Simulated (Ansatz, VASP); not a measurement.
# Rh in VASP and in Ansatz

```
CELL_PARAMETERS angstrom
0.00000 1.80647 1.85401
1.80647 0.00000 1.85401
1.80647 1.80647 0.00000
ATOMIC_POSITIONS crystal
Rh 0.00000 0.00000 0.00000
```

Change from the starting cell: strain -0.050 along x and y, -0.025 along z, atoms carried along.

Alike in both runs: task single point; functional PBE; k mesh 22 × 22 × 22; no spin polarisation.

```csv
,VASP,Ansatz
version,VASP 6.6.1,Ansatz 0.2.0
potentials or method,"VASP PAW PBE potentials, release 64 (Rh_pv)","scalar-relativistic, plane waves, PAW"
plane-wave cutoff (eV),520,420
occupations,"methfessel-paxton of order 1, width 0.02 eV","cold, width 0.02 eV"
valence electrons in the cell,15,17
```

VASP gave:

| Item | Value |
| --- | --- |
| gap on the k mesh at the Fermi level (eV) | none |
| pressure (GPa) | 56.2 |
| largest component of the traceless stress (GPa) | 6.02 |

Question: What did Ansatz give for the same quantities?

Answer: gap on the k mesh at the Fermi level (eV): none; pressure (GPa): 56.2; largest component of the traceless stress (GPa): 6.03.

A gap of «none» marks a metal or a gap that the smearing closes. The two sets of potentials don't hold the same shells in valence.

Caveats: so large a pressure means that the cell lies far from this level's equilibrium, or that cutoff or potentials fall short (VASP).
